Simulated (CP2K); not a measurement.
# TiO2 (C2/m) in CP2K: reference runs

Reference runs on TiO2: the cell as given and a disturbed copy.

Program: CP2K 2026.2. These are calculated values, not measurements. Logs are shortened: lines on timing, memory, paths and dates and some standing lists are left out, and cuts for length are marked.

## Step 1: The structure

The structure is monoclinic, space group C2/m (No. 12). The conventional cell has a = 12.307 Å, b = 3.767 Å, c = 6.616 Å, α = 90.00°, β = 106.95°, γ = 90.00°. Ti (site symmetry m) is surrounded by 4 O at 1.86 to 1.94 Å. Ti (site symmetry m) is surrounded by 5 O at 1.78 to 2.03 Å. O (site symmetry m) is surrounded by 3 Ti at 1.94 to 2.03 Å. Around O (site symmetry m) lie 3 Ti at 1.96 to 2.16 Å. O (site symmetry m) has 2 Ti at 1.78 to 1.87 Å as nearest neighbours. O (site symmetry m) is surrounded by 2 Ti at 1.86 to 1.93 Å.

The cell comes from a database or a generator and needn't be the stable form of this composition.

## Step 2: Single point, PBE

Input file tio2_scf.inp:

```
&GLOBAL
  PROJECT tio2_scf
  RUN_TYPE ENERGY_FORCE
  PRINT_LEVEL LOW
&END GLOBAL
&FORCE_EVAL
  METHOD QS
  STRESS_TENSOR ANALYTICAL
  &DFT
    BASIS_SET_FILE_NAME BASIS_MOLOPT_UZH
    POTENTIAL_FILE_NAME POTENTIAL_UZH
    &MGRID
      CUTOFF 600
      REL_CUTOFF 60
      NGRIDS 4
    &END MGRID
    &QS
      METHOD GPW
      EPS_DEFAULT 1.0E-10
    &END QS
    &KPOINTS
      SCHEME MONKHORST-PACK 8 8 4
      GAMMA_CENTERED T
      SYMMETRY T
      SYMMETRY_BACKEND SPGLIB
    &END KPOINTS
    &SCF
      SCF_GUESS ATOMIC
      EPS_SCF 1.0E-6
      MAX_SCF 100
      ADDED_MOS 42
      CHOLESKY OFF
      EPS_EIGVAL 1.0E-7
      &DIAGONALIZATION ON
        ALGORITHM STANDARD
      &END DIAGONALIZATION
      &MIXING ON
        METHOD BROYDEN_MIXING
        ALPHA 0.4
        BETA 1.5
        NBUFFER 8
      &END MIXING
      &SMEAR ON
        METHOD FERMI_DIRAC
        ELECTRONIC_TEMPERATURE [K] 580.226
      &END SMEAR
    &END SCF
    &XC
      &XC_FUNCTIONAL
        &GGA_X_PBE
        &END GGA_X_PBE
        &GGA_C_PBE
        &END GGA_C_PBE
      &END XC_FUNCTIONAL
    &END XC
    &PRINT
      &KPOINTS ON
      &END KPOINTS
      &MULLIKEN ON
      &END MULLIKEN
      &MO ON
        ENERGIES T
        OCCUPATION_NUMBERS T
        &EACH
          QS_SCF 0
        &END EACH
        ADD_LAST NUMERIC
      &END MO
      &LOWDIN ON
      &END LOWDIN
      &HIRSHFELD ON
        SHAPE_FUNCTION DENSITY
      &END HIRSHFELD
    &END PRINT
  &END DFT
  &SUBSYS
    &CELL
      A 6.4353683548 0.0000000000 0.0000000000
      B 5.3328817853 3.6019908004 0.0000000000
      C -1.8438887883 -0.5643719647 6.3289668713
      PERIODIC XYZ
    &END CELL
    &COORD
      Ti  10.0582667910 3.0786042120 1.8328814639
      Ti  1.7749489265 0.5432710580 1.7959202973
      Ti  -0.1339054392 -0.0409853763 4.4960854074
      Ti  8.1494124253 2.4943477777 4.5330465740
      O   3.7183031026 1.1380870911 1.8568998931
      O   1.8976611427 0.5808304460 4.1296508835
      O   8.3700852706 2.5618906621 6.2991637663
      O   8.0267002091 2.4567883897 2.1993159878
      O   9.9198546655 3.0362394426 3.9873820372
      O   1.5542760812 0.4757281736 0.0298031050
      O   6.2060582492 1.8995317446 4.4720669782
      O   0.0045066863 0.0013793931 2.3415848341
    &END COORD
    &KIND Ti
      BASIS_SET TZVP-MOLOPT-PBE-GTH-q12
      POTENTIAL GTH-PBE-q12
    &END KIND
    &KIND O
      BASIS_SET TZVP-MOLOPT-PBE-GTH-q6
      POTENTIAL GTH-PBE-q6
    &END KIND
    &PRINT
      &ATOMIC_COORDINATES ON
      &END ATOMIC_COORDINATES
      &CELL ON
      &END CELL
    &END PRINT
  &END SUBSYS
  &PRINT
    &FORCES ON
    &END FORCES
    &STRESS_TENSOR ON
    &END STRESS_TENSOR
  &END PRINT
&END FORCE_EVAL
```

Potentials or basis: POTENTIAL_UZH Ti GTH-PBE-q12, O GTH-PBE-q6; TZVP-MOLOPT-PBE-GTH basis.

Launch:

```sh
$ OMP_NUM_THREADS=1 cp2k.psmp -i tio2_scf.inp -o tio2_scf.out
```

tio2_scf.out:

```text

 CP2K| version string:                                       CP2K version 2026.2
 CP2K| Input file name                                              tio2_scf.inp

 GLOBAL| Force Environment number                                              1
 GLOBAL| Basis set file name                                    BASIS_MOLOPT_UZH
 GLOBAL| Potential file name                                       POTENTIAL_UZH
 GLOBAL| MM Potential file name                                     MM_POTENTIAL
 GLOBAL| Coordinate file name                                      __STD_INPUT__
 GLOBAL| Method name                                                        CP2K
 GLOBAL| Project name                                                   tio2_scf
 GLOBAL| Run type                                                   ENERGY_FORCE
 GLOBAL| FFT library                                                       FFTW3
[... 8 lines left out ...]
 GLOBAL| CPU model name                                                  UNKNOWN

 CELL| Volume [angstrom^3]:                                           146.706323
 CELL| Vector a [angstrom]:       6.435     0.000     0.000   |a| =     6.435368
 CELL| Vector b [angstrom]:       5.333     3.602     0.000   |b| =     6.435368
 CELL| Vector c [angstrom]:      -1.844    -0.564     6.329   |c| =     6.616212
 CELL| Angle (b,c), alpha [degree]:                                   106.182185
 CELL| Angle (a,c), beta  [degree]:                                   106.182185
 CELL| Angle (a,b), gamma [degree]:                                    34.036290
 CELL| Numerically orthorhombic:                                              NO
 CELL| Periodicity                                                           XYZ

 CELL_REF| Volume [angstrom^3]:                                       146.706323
 CELL_REF| Vector a [angstrom     6.435     0.000     0.000   |a| =     6.435368
 CELL_REF| Vector b [angstrom     5.333     3.602     0.000   |b| =     6.435368
 CELL_REF| Vector c [angstrom    -1.844    -0.564     6.329   |c| =     6.616212
 CELL_REF| Angle (b,c), alpha [degree]:                               106.182185
 CELL_REF| Angle (a,c), beta  [degree]:                               106.182185
 CELL_REF| Angle (a,b), gamma [degree]:                                34.036290
 CELL_REF| Numerically orthorhombic:                                          NO
 CELL_REF| Periodicity                                                       XYZ
[... 9 lines left out ...]
 TOTAL NUMBERS AND MAXIMUM NUMBERS

  Total number of            - Atomic kinds:                                   2
                             - Atoms:                                         12
                             - Shell sets:                                    12
                             - Shells:                                       100
                             - Primitive Cartesian functions:                 64
                             - Cartesian basis functions:                    308
                             - Spherical basis functions:                    276

[... 1516 lines left out ...]
      12     O        2          6.682716                             -0.682716
 # Total charge                             96.000000                 -0.000000

 !-----------------------------------------------------------------------------!

 !-----------------------------------------------------------------------------!
                           Hirshfeld Charges

  #Atom  Element  Kind  Ref Charge     Population                    Net charge
      1       Ti     1      12.000         11.419                         0.581
      2       Ti     1      12.000         11.429                         0.571
      3       Ti     1      12.000         11.419                         0.581
      4       Ti     1      12.000         11.429                         0.571
      5       O      2       6.000          6.294                        -0.294
      6       O      2       6.000          6.285                        -0.285
      7       O      2       6.000          6.284                        -0.284
      8       O      2       6.000          6.285                        -0.285
      9       O      2       6.000          6.290                        -0.290
     10       O      2       6.000          6.284                        -0.284
     11       O      2       6.000          6.294                        -0.294
     12       O      2       6.000          6.290                        -0.290

  Total Charge                                                           -0.000
 !-----------------------------------------------------------------------------!

 LOWDIN POPULATION ANALYSIS

 #  Atom  Element  Kind  Atomic population                           Net charge
       1     Ti       1         13.101552                             -1.101552
       2     Ti       1         13.116243                             -1.116243
       3     Ti       1         13.101552                             -1.101552
       4     Ti       1         13.116243                             -1.116243
       5     O        2          5.441078                              0.558922
       6     O        2          5.434889                              0.565111
       7     O        2          5.460040                              0.539960
       8     O        2          5.434889                              0.565111
       9     O        2          5.446199                              0.553801
      10     O        2          5.460040                              0.539960
      11     O        2          5.441078                              0.558922
      12     O        2          5.446199                              0.553801
 # Total charge                             96.000000                 -0.000000

 ENERGY| Total FORCE_EVAL ( QS ) energy [hartree]           -361.313238224049087

 FORCES| Atomic forces [hartree/bohr]
 FORCES|   Atom     x               y               z               |f|
 FORCES|      1  4.85023870E-04  1.48451260E-04 -9.76134874E-04   1.10005692E-03
 FORCES|      2 -1.24900450E-03 -3.82295615E-04 -2.97973556E-03   3.25345758E-03
 FORCES|      3 -4.85024001E-04 -1.48451339E-04  9.76135176E-04   1.10005725E-03
 FORCES|      4  1.24900419E-03  3.82295740E-04  2.97973553E-03   3.25345745E-03
 FORCES|      5 -7.55544639E-04 -2.31273466E-04 -8.85752260E-04   1.18696764E-03
 FORCES|      6 -8.42874159E-05 -2.57801293E-05 -6.31356945E-04   6.37479863E-04
 FORCES|      7 -5.94695810E-04 -1.81994914E-04 -4.30613560E-04   7.56447812E-04
 FORCES|      8  8.42874716E-05  2.57801539E-05  6.31356935E-04   6.37479861E-04
 FORCES|      9  1.09666860E-03  3.35639382E-04  3.06707792E-04   1.18718385E-03
 FORCES|     10  5.94695815E-04  1.81994921E-04  4.30613118E-04   7.56447567E-04
 FORCES|     11  7.55544699E-04  2.31273341E-04  8.85752435E-04   1.18696779E-03
 FORCES|     12 -1.09666828E-03 -3.35639335E-04 -3.06707786E-04   1.18718354E-03
 FORCES| Sum     1.18408755E-12  4.58869054E-13  4.71081507E-13
 FORCES| Total atomic force                                       1.35445263E-12

 STRESS| Analytical stress tensor [bar]
 STRESS|                        x                   y                   z
 STRESS|      x       -4.41749916045E+03  -3.55868764243E+02  -1.32264950935E+02
 STRESS|      y       -3.55868764243E+02  -3.36384592947E+03  -4.04950538572E+01
 STRESS|      z       -1.32264950935E+02  -4.04950538572E+01  -4.58643214457E+03
 STRESS| 1/3 Trace                                            -4.12259241150E+03
 STRESS| Determinant                                          -6.75102861039E+10

 STRESS| Eigenvectors and eigenvalues of the analytical stress tensor [bar]
 STRESS|                        1                   2                   3
 STRESS| Eigenvalues  -4.69797275016E+03  -4.41489043143E+03  -3.25491405291E+03
 STRESS|      x           0.600220029442      0.744355759422     -0.292695096769
 STRESS|      y           0.183732737868      0.227843588339      0.956205825274
 STRESS|      z           0.778446014373     -0.627711560088     -0.000006236325
```

It took 7.4 min on 1 thread of Arm Neoverse V1, shared host; peak memory 1.6 GiB.

Results:

| Quantity | Value |
| --- | --- |
| Free energy | -9831.8332 eV |
| Pressure | -0.4 GPa |
| Largest force | 0.167 eV/Å |
| Band gap on the k mesh | 2.69 eV, indirect (least direct gap 2.87 eV) |
| Mulliken charges | Ti +1.32, +1.39; O -0.66, -0.86, -0.50, -0.68 e |
| Hirshfeld charges | Ti +0.58, +0.57; O -0.29, -0.28 e |

Forces on the atoms (eV/Å):
```
Ti   0.025  0.008 -0.050
Ti  -0.064 -0.020 -0.153
Ti  -0.025 -0.008  0.050
Ti   0.064  0.020  0.153
O   -0.039 -0.012 -0.046
O   -0.004 -0.001 -0.032
O   -0.031 -0.009 -0.022
O    0.004  0.001  0.032
O    0.056  0.017  0.016
O    0.031  0.009  0.022
O    0.039  0.012  0.046
O   -0.056 -0.017 -0.016
```

Stress tensor (GPa, compression positive):
```
-0.44 -0.04 -0.01
-0.04 -0.34  0.00
-0.01  0.00 -0.46
```

Caveat: Mulliken charges move with the basis; the basis of atomic orbitals isn't converged, which shifts pressures, moduli and gaps. A k mesh can miss the band edges.

## Step 3: Single point, PBE (atoms moved at random, drawn with an rms of 0.05 Å)

tio2_scf.inp: that of step 2 with these lines changed.

```diff
@@ -14,3 +14,3 @@
       REL_CUTOFF 60
-      NGRIDS 4
+      NGRIDS 5
     &END MGRID
@@ -48,7 +48,3 @@
     &XC
-      &XC_FUNCTIONAL
-        &GGA_X_PBE
-        &END GGA_X_PBE
-        &GGA_C_PBE
-        &END GGA_C_PBE
+      &XC_FUNCTIONAL PBE
       &END XC_FUNCTIONAL
@@ -83,14 +79,15 @@
     &COORD
-      Ti  10.0582667910 3.0786042120 1.8328814639
-      Ti  1.7749489265 0.5432710580 1.7959202973
-      Ti  -0.1339054392 -0.0409853763 4.4960854074
-      Ti  8.1494124253 2.4943477777 4.5330465740
-      O   3.7183031026 1.1380870911 1.8568998931
-      O   1.8976611427 0.5808304460 4.1296508835
-      O   8.3700852706 2.5618906621 6.2991637663
-      O   8.0267002091 2.4567883897 2.1993159878
-      O   9.9198546655 3.0362394426 3.9873820372
-      O   1.5542760812 0.4757281736 0.0298031050
-      O   6.2060582492 1.8995317446 4.4720669782
-      O   0.0045066863 0.0013793931 2.3415848341
+      SCALED
+      Ti  0.8995950000 0.8977300000 0.2941940000
+      Ti  0.1969270000 0.1927960000 0.2799990000
+      Ti  0.1063900000 0.0938710000 0.7101730000
+      Ti  0.7966590000 0.8129490000 0.7234640000
+      O   0.3586780000 0.3653630000 0.2924900000
+      O   0.2638720000 0.2566350000 0.6523250000
+      O   0.8672130000 0.8627870000 0.9892210000
+      O   0.7437490000 0.7316150000 0.3503470000
+      O   0.9335380000 0.9447960000 0.6294940000
+      O   0.1072370000 0.1585830000 0.0114260000
+      O   0.6506380000 0.6319970000 0.7039460000
+      O   0.0522670000 0.0643720000 0.3737340000
     &END COORD
@@ -109,2 +106,4 @@
       &END CELL
+      &SYMMETRY ON
+      &END SYMMETRY
     &END PRINT
```

Potentials or basis: POTENTIAL_UZH Ti GTH-PBE-q12, O GTH-PBE-q6; TZVP-MOLOPT-PBE-GTH basis.

Launch:

```sh
$ OMP_NUM_THREADS=1 cp2k.psmp -i tio2_scf.inp -o tio2_scf.out
```

Wall time 9.7 min (1 thread of Arm Neoverse V1, shared host); peak memory 1.9 GiB.

The run converged. Its results:

* Free energy: -9831.6176 eV
* Pressure: 1.2 GPa
* Band gap on the k mesh: 2.76 eV, indirect (least direct gap 2.93 eV)
* Mulliken charges: Ti +1.34, +1.37, +1.33; O -0.66, -0.87, -0.49, -0.86, -0.70, -0.50, -0.69 e
* Hirshfeld charges: Ti +0.59, +0.57, +0.60, +0.55; O -0.29, -0.28 e

Stress tensor (GPa, compression positive):
```
 0.24 -0.14  1.01
-0.14 -0.79  0.03
 1.01  0.03  4.22
```

Levels at points of the mesh, in eV from the valence-band top:
| k point | band 45 | band 46 | band 47 | band 48 | band 49 | band 50 | band 51 | band 52 |
| --- | --- | --- | --- | --- | --- | --- | --- | --- |
| (0.00, 0.00, 0.00) | -0.69 | -0.61 | -0.24 | -0.19 | 2.76 | 3.06 | 3.33 | 3.39 |
| (0.00, 0.00, 0.50) | -0.60 | -0.53 | -0.46 | -0.29 | 2.90 | 3.00 | 3.33 | 3.42 |
| (0.00, 0.50, 0.00) | -0.73 | -0.32 | -0.25 | -0.07 | 3.10 | 3.25 | 3.50 | 3.63 |
| (0.00, 0.50, 0.50) | -0.61 | -0.50 | -0.11 | 0.00 | 3.14 | 3.18 | 3.36 | 3.64 |
| (0.50, 0.00, 0.00) | -0.77 | -0.31 | -0.17 | -0.13 | 3.13 | 3.30 | 3.58 | 3.69 |
| (0.50, 0.00, 0.50) | -0.59 | -0.56 | -0.10 | -0.03 | 3.18 | 3.23 | 3.48 | 3.67 |
| (0.50, 0.50, 0.00) | -0.75 | -0.50 | -0.32 | -0.07 | 2.89 | 2.95 | 3.43 | 3.50 |
| (0.50, 0.50, 0.50) | -0.68 | -0.26 | -0.20 | -0.15 | 2.99 | 3.04 | 3.35 | 3.37 |

Caveat: the forces don't sum to zero, a sign of grid noise; Mulliken charges move with the basis; the magnetic or orbital state may not be the lowest; the basis of atomic orbitals isn't converged, which shifts pressures, moduli and gaps. A k mesh can miss the band edges.
